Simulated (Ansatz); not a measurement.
# P under changes of volume

One of the cells (16.144 Å³/atom); the others are scaled copies at fixed shape and fractional positions:

```
P
1.0
     1.72573    0.99635    3.12968
    -1.72573    0.99635    3.12968
     0.00000   -1.99270    3.12968
P
2
Direct
  0.77292 0.77292 0.77292
  0.22708 0.22708 0.22708
```

This isn't the form of P at room conditions, which is orthorhombic.

| Quantity | Value |
| --- | --- |
| Program | Ansatz 0.2.0 |
| Functional | r2SCAN |
| Potentials or basis | Ansatz NC |
| Cutoff | 560 eV (not typed: the program's choice for these potentials) |
| k mesh | 9 × 9 × 9 |
| Occupations | gaussian, width 0.1 eV |
| Spin | collinear spin, random start |
| Starting moments | [-0.06, -0.27] μB |

| volume (Å³/atom) | energy over the lowest point (meV/atom) | pressure (GPa) | largest force (eV/Å) |
| --- | --- | --- | --- |
| 15.175 | 22.32 | 7.2 | 0.415 |
| 15.498 | ? | ? | ? |
| 15.821 | 3.35 | 2.6 | 0.148 |
| 16.144 | 0.00 | 0.7 | 0.033 |
| 16.467 | 0.32 | -1.1 | 0.112 |
| 16.789 | 4.20 | -2.8 | 0.247 |
| 17.112 | 11.44 | -4.3 | 0.368 |

Q: What does the run at 15.498 Å³/atom give?

A: Energy over the lowest point 10.53 meV/atom; pressure 4.6 GPa; largest force 0.265 eV/Å.

Worked out: A Birch-Murnaghan fit of order 3 (a polynomial in V^(-2/3)) to the other rows has its minimum at 16.27 Å³/atom with B0 = V·E''(V) = 92 GPa (rough, since the energies scatter) at fixed shape and positions, which overstates the stiffness. It gives 10.74 meV/atom at 15.498 Å³/atom, against the run's 10.53, and -dE/dV = 4.7 GPa, against 4.6.

Energies are extrapolated to zero smearing.

Caveats: the potentials were made for another functional, which shifts forces and pressure; the starting moments weren't kept.
